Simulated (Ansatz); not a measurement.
# MoSi2N4 bilayer (AA') in a perpendicular field, part 3 of 3

Wanted: the out-of-plane response of the MoSi2N4 bilayer (AA'). A positive field points along +c.

Ansatz 0.2.0; plane-wave DFT, LDA, Ansatz PAW (set soft_1); PAW set soft_1.

So far. Step 7 (Atoms held, field 0.2 V/Å): The dipole is 0.122 e·Å, and the gap 1.597 eV. Step 8 (Single point, field 0.3 V/Å): The dipole is 0.184 e·Å, and the gap 1.390 eV.

## 9. Response, atoms held

This step: plane-wave DFT, LDA, Ansatz PAW (set soft_1); response to a field along the normal, atoms held; PAW set soft_1 (Ansatz 0.2.0).

The dipoles give the slope, and the difference of two potentials shows where the field is screened.

Numbers from this step:

| Quantity | Value |
| --- | --- |
| equivalent conductor thickness p/(ε₀AE) | 15.57 Å |
| distance between the outer atoms | 16.83 Å |

The dipole of the cell by applied field:

| applied field (V/Å) | dipole of the cell (e·Å) |
| --- | --- |
| -0.050 | -0.0306 |
| 0.000 | 5.9e-6 |
| 0.050 | 0.0306 |
| 0.100 | 0.0612 |
| 0.200 | 0.122 |
| 0.300 | 0.184 |

Local field over the applied field, running mean. From the potentials at -0.05 and 0.05 V/Å; running mean over 2.5 Å. The local field over applied field by z:

| z (Å) | local field over applied field |
| --- | --- |
| 5 | 0.999 |
| 6 | 0.983 |
| 7 | 0.864 |
| 8 | 0.558 |
| 9 | 0.286 |
| 10 | 0.185 |
| 11 | 0.149 |
| 12 | 0.0756 |
| 13 | 0.0763 |
| 14 | 0.149 |
| 15 | 0.184 |
| 16 | 0.273 |
| 17 | 0.404 |
| 18 | 0.388 |
| 19 | 0.251 |
| 20 | 0.177 |
| 21 | 0.138 |
| 22 | 0.0693 |
| 23 | 0.0842 |
| 24 | 0.157 |
| 25 | 0.191 |
| 26 | 0.319 |
| 27 | 0.614 |
| 28 | 0.899 |
| 29 | 0.989 |
| 30 | 0.999 |

The induced electron density oscillates, so the rows of the table below give means over windows of 1 Å about each position, cut where the curve ends. Its first 14 maxima inside the range that stand out by 2 % of the span (Å: e/Å³ per V/Å): 8.1: 0.00375, 9.1: 0.00127, 10.4: 0.00145, 11.3: 0.00134, 13.2: 2.4e-4, 13.9: -3.8e-4, 15.2: 0.00210, 16.1: -4.2e-4, 18.1: 0.00312, 19.0: 0.00123, 20.3: 0.00145, 21.2: 0.00129, 23.1: 2.4e-4, 23.8: -3.3e-4. Its first 14 minima: 8.9: 4.2e-4, 9.7: -0.00214, 11.0: 3.3e-4, 11.8: -2.4e-4, 13.6: -0.00129, 14.5: -0.00145, 15.8: -0.00123, 16.7: -0.00312, 18.7: 4.2e-4, 19.6: -0.00210, 20.9: 3.8e-4, 21.6: -2.4e-4, 23.5: -0.00134, 24.4: -0.00145.

Electrons, planar mean, per unit field. The induced electron density by z; means over each step:

| z (Å) | induced electron density (e/Å³ per V/Å) |
| --- | --- |
| 5 | 6.6e-6 |
| 6 | 8.7e-5 |
| 7 | 8.4e-4 |
| 8 | 0.00308 |
| 9 | 7.9e-4 |
| 10 | -5.0e-4 |
| 11 | 9.0e-4 |
| 12 | -1.1e-5 |
| 13 | 5.8e-6 |
| 14 | -9.2e-4 |
| 15 | 5.7e-4 |
| 16 | -8.5e-4 |
| 17 | -0.00188 |
| 18 | 0.00222 |
| 19 | 2.5e-4 |
| 20 | -8.2e-5 |
| 21 | 7.5e-4 |
| 22 | -5.9e-5 |
| 23 | -1.4e-4 |
| 24 | -9.7e-4 |
| 25 | 8.1e-4 |
| 26 | -0.00139 |
| 27 | -0.00284 |
| 28 | -6.0e-4 |
| 29 | -5.8e-5 |
| 30 | -4.3e-6 |

The smaller of the gaps on the path and on the k-mesh, counted as 0 under 0.03 eV. Table of gap by applied field:

| applied field (V/Å) | gap (eV) |
| --- | --- |
| -0.050 | 1.90 |
| 0.000 | 1.97 |
| 0.050 | 1.90 |
| 0.100 | 1.80 |
| 0.200 | 1.60 |
| 0.300 | 1.39 |

By hand: between -0.05 and 0.05 V/Å the dipole changes by 0.06122 e·Å, a slope of 0.6122 e·Å²/V. A perfect conductor of thickness t has p = ε₀AEt, so t = 180.95 × 0.6122 / 7.116 = 15.57 Å (e/ε₀ = 180.95 V·Å, A in Å²).

The induced dipole is that of a conductor 15.57 Å thick.

## 10. Varying the input

This step: plane-wave DFT, LDA, Ansatz PAW (Ansatz 0.2.0).

An input spoilt on purpose, to show how the run answers: it repeats the earlier run at 0.05 V/Å with efield.amplitude from 0.05 to 0 and efield.dipole_correction from true to false, and scf.max_iter set to 50.

File input.yaml:

```yaml
crystal:
  lattice:
    - [2.8664988718, 0.0, 0.0]
    - [-1.4332494359, 2.4824608429, 0.0]
    - [0.0, 0.0, 34.831976921]
  atoms:
    - { symbol: "N", position: [0.0, 0.0, 0.2583832672] }
    - { symbol: Si, position: [0.3333333333, 0.6666666667, 0.2730061757] }
    - { symbol: "N", position: [0.3333333333, 0.6666666667, 0.3229817289] }
    - { symbol: Mo, position: [0.0, 0.0, 0.3585530235] }
    - { symbol: "N", position: [0.3333333333, 0.6666666667, 0.394129253] }
    - { symbol: Si, position: [0.3333333333, 0.6666666667, 0.4441024148] }
    - { symbol: "N", position: [0.0, 0.0, 0.4586419202] }
    - { symbol: "N", position: [0.3333333333, 0.6666666667, 0.5413580798] }
    - { symbol: Si, position: [0.0, 0.0, 0.5558975852] }
    - { symbol: "N", position: [0.0, 0.0, 0.605870747] }
    - { symbol: Mo, position: [0.3333333333, 0.6666666667, 0.6414469765] }
    - { symbol: "N", position: [0.0, 0.0, 0.6770182711] }
    - { symbol: Si, position: [0.0, 0.0, 0.7269938243] }
    - { symbol: "N", position: [0.3333333333, 0.6666666667, 0.7416167328] }
kpoints:
  mp_grid: { grid: [18, 18, 1] }
  band_path:
    path: [[0, 0, 0], [0.5, 0, 0], [0.33333333, 0.33333333, 0], [0, 0, 0]]
    npoints: 16
hamiltonian:
  xc: lda
  pseudopotentials: { kind: paw, azcp: { folder: soft_1 }, xc_functional: pbe }
scf:
  occupations: { method: fermi_dirac, width: 0.02585 }
  convergence: { dr2_threshold: 1.0e-10 }
  max_iter: 50
efield:
  axis: 3
  dipole_correction: false
  ramp_position: 0.97
  ramp_width: 0.06
  amplitude: 0
output:
  write_potential: true
  write_density: true
  volumetric_format: npy
```

Run with:

```sh
$ ansatz run input.yaml --threads 4 --pin off --max-ram 6144MiB --backend cpu --events-out ev --progress --plain --runs-dir out
```

Numbers of over 12 decimals in the logs are rounded to 6 here.

What it wrote:

```text
Error: invalid value for `efield.amplitude`: is zero with dipole_correction: false — the section would apply nothing; set a non-zero amplitude, enable dipole_correction, or remove the block
```

The job ended after 0.03 s (4 threads of Arm Neoverse N1, shared host; peak memory 0.032 GiB).

The program refused the input before any cycle.

The program's message: “Error: invalid value for `efield.amplitude`: is zero with dipole_correction: false — the section would apply nothing; set a non-zero amplitude, enable dipole_correction, or remove the block”

The fault put into the input: a field block that applies nothing.

## 11. Varying the input

This step: plane-wave DFT, LDA, Ansatz PAW (set soft_1) (Ansatz 0.2.0).

An input spoilt on purpose, to show how the run answers: it repeats the earlier run at 0.05 V/Å with efield.amplitude from 0.05 to 3.0, and scf.max_iter set to 60.

Edit input.yaml of step 10 so:

```diff
@@ -31,9 +31,9 @@
   convergence: { dr2_threshold: 1.0e-10 }
-  max_iter: 50
+  max_iter: 60
 efield:
   axis: 3
-  dipole_correction: false
+  dipole_correction: true
   ramp_position: 0.97
   ramp_width: 0.06
-  amplitude: 0
+  amplitude: 3.0
 output:
```

What it wrote:

```text
[...]
Crystal: 14 atoms, lattice volume = 247.863 Å³
Basis set: ecut = 420 eV, 4845 PW (Γ)
Bands: 56, of which v1, the nominal top of the filled ones, is band 42 counted from 1 (41 counted from 0)
Symmetry: 6 space group operations
k-points: 37 of 324 (time reversal used)
[...]
SCF iter   1: F=—  HF=-15149.727693 eV  |F-HF|=—  |Δ(HF+E_count)|=         —  Δρ=1.55e-1  dr2=7.03e1  ethr=3.10e-3  p=2.411 e·Å  D=1.76e0 V/Å  ΔV_dip=-61.30 eV  dr2_dipole=2.42e0  V_vac-E_F(+/−)=24.85/4.34 eV  ⟨swp⟩=11.4  Hψ=14979  notcnv=0  defer=68
[...]
SCF iter  28: F=-15129.736119 eV  HF=-15129.736119 eV  |F-HF|=7.46e-11  |Δ(HF+E_count)|=  3.80e-10  Δρ=1.35e-7  dr2=7.29e-11  ethr=1.00e-12  p=2.118 e·Å  D=1.55e0 V/Å  ΔV_dip=-53.86 eV  dr2_dipole=9.13e-12  V_vac-E_F(+/−)=26.76/-0.90 eV  ⟨swp⟩=36.8  Hψ=17445  notcnv=0
WARN: efield: at this solve's end the planar-averaged density reaches 4.42e-3 e/Å³ inside the ramp window [0.9413, 0.1751] (bound 1e-5 e/Å³); the window's nearer edge stands 2.90 Å from this solve's nearest atom along the axis. Its free energy, forces, stress, dipole, levels and responses can be off, and this figure does not tell by how much. The cell may have no vacuum along `efield.axis`. A short vacuum, a low `basis.ecutwfc` or `basis.ecutrho_ratio` and negative occupations (`scf.occupations.method`) can put density there. See the manual's quickstart, § The vacuum guard
SCF 1 converged in 28 iterations: F = -15129.736119 eV  dr2 = 7.29e-11
[...]
SCF converged after 28 iterations
Free energy (F): -15129.736119 eV
[...]
Internal energy: -15129.733318 eV  (E = F + TS)
E sigma→0 (E₀):  -15129.734718 eV
Entropy (-TS):   -0.002801 eV (-0.200 meV/atom)
Fermi energy:    4.407210 eV
Dipole field:    D = 1.546303 V/Å  (p = 2.118094 e·Å, saw-weighted, corrected)
Work function:   not extracted (applied field tilts the vacuum); planar V_es + V_field profile in the machine report
[...]
Vacuum region:   at the solve's end the planar-averaged density reaches 4.42e-3 e/Å³ inside the ramp window [0.9413, 0.1751] (bound 1e-5 e/Å³)
[...]
--- Band table (eV; the first three rows and the last of 37) ---
  k-point 0: bands = [... 38 lower, 2.2162, 2.3527, 2.7252, 4.2838, 4.5954, 5.3564, 5.3564, 5.6345, ... 10 higher]
  k-point 1: bands = [... 38 lower, 2.1647, 2.3278, 2.7841, 4.3205, 4.5527, 5.2963, 5.3466, 5.5950, ... 10 higher]
  k-point 2: bands = [... 38 lower, 2.0252, 2.1750, 2.8315, 4.3748, 4.4418, 5.2435, 5.3160, 5.5651, ... 10 higher]
  k-point 36: bands = [... 38 lower, 1.9329, 2.3062, 3.9426, 4.0704, 4.3981, 5.5673, 6.5031, 6.6680, ... 10 higher]
```

Elapsed: 98 s, on 4 threads; peak memory 0.88 GiB; 6.4 min of CPU time.

| quantity | this run | earlier run | difference |
| --- | --- | --- | --- |
| dipole along the normal (e·Å) | 2.118 | 0.03061 | 2.1 |

The applied field differs between the two, so the dipoles differ in any case.

In so strong a field the program warns of density in the ramp of the sawtooth; these numbers are not the system's.

## 12. What came out

* gap without field: 1.97 eV
* ionisation energy, upper face: 5.66 eV
* electron affinity, upper face: 3.69 eV
* equivalent conductor thickness, atoms held: 15.6 Å

The induced dipole equals that of a perfect conductor 15.57 Å thick, while the outer atoms lie 16.83 Å apart; an out-of-plane ε follows only once a thickness t is chosen, by 1 − 1/ε = 15.57 Å / t. The gap goes from 1.97 eV to 1.39 eV at 0.3 V/Å. With the field reversed the gap is 1.90 eV at -0.05 V/Å. Semilocal functionals give gaps that are too small, and excitons are not included. Spin-orbit coupling is left out, which matters for the bands of elements this heavy. The outer anions sit over the metal atoms, one of several polytypes of such layers and not the lowest for every compound.

[Logs are printed without paths, hosts, clocks, repeated set-up lines and the standing remarks that a program may print on its own settings, such as how far it seeks lower states.]

[Hosts, paths, dates, database ids (printed as entryN), source tags and the programs' standing remarks are cut or masked in the printed files.]

[Maps of the electrostatic potential energy from Ansatz leave out the sawtooth potential of an applied field or a dipole correction, so their vacuum need not be flat; planar profiles and work functions include it.]
